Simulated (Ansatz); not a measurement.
HgSe: relaxation of cell and atoms

Level of theory: Ansatz 0.2.0, DFT, PBE, PAW with Ansatz's default frozen-core files, scalar-relativistic.

Command: `ansatz run input.yaml --threads 1 --pin off --max-ram 2048MiB --backend cpu --events-out ev --progress --plain --runs-dir out` The run took about 16 s on 1 thread of a shared machine.

```yaml
crystal:
  lattice:
    - [0.0, 3.0974747056, 3.0974747056]
    - [3.0974747056, 0.0, 3.0974747056]
    - [3.0974747056, 3.0974747056, 0.0]
  atoms:
    - { symbol: Hg, position: [0.0, 0.0, 0.0] }
    - { symbol: Se, position: [0.25, 0.25, 0.25] }
kpoints:
  mp_grid: { grid: [11, 11, 11] }
scf:
  occupations: { method: fermi_dirac, width: 0.03 }
hamiltonian:
  xc: pbe
  pseudopotentials: { kind: paw }
output:
  forces: true
  stress: true
relax:
  f_tol: 0.005
  max_steps: 80
  cell: {}
```

Spin–orbit coupling is left out, though it moves levels of the heavy atoms by tenths of an eV or more.

The cell is built from the zincblende type as a first guess.

The cutoff is 420 eV; energies and pressures of the walk include the program's estimate of the Pulay term.

Each frame lists the cell vectors (Å), then Cartesian positions (Å); symmetry keeps all forces zero. Free energies count from the first step, -19282.9513 eV.

The walk took 4 evaluations in all; steps that aren't listed are left out.

Step 1: E = 0.0 meV, P = 1.44 GPa

```
cell 0.0000 3.0975 3.0975 3.0975 0.0000 3.0975 3.0975 3.0975 0.0000
Hg    0.0000    0.0000    0.0000
Se    1.5487    1.5487    1.5487
```

Step 2: E = -7.0 meV, P = -0.42 GPa

```
cell 0.0000 3.1408 3.1408 3.1408 0.0000 3.1408 3.1408 3.1408 0.0000
Hg    0.0000    0.0000    0.0000
Se    1.5704    1.5704    1.5704
```

(1) How does the relaxation end?

Answers

(1) It converges, with a = 6.262 Å, b = 6.262 Å, c = 6.262 Å, α = 90.00°, β = 90.00°, γ = 90.00° (conventional cell, space group F-43m). The last solve (on a basis chosen afresh for the final cell, so its energy is not quite comparable) gives E = -8.3 meV, P = -0.03 GPa:
```
cell 0.0000 3.1308 3.1308 3.1308 0.0000 3.1308 3.1308 3.1308 0.0000
Hg    0.0000    0.0000    0.0000
Se    1.5654    1.5654    1.5654
```
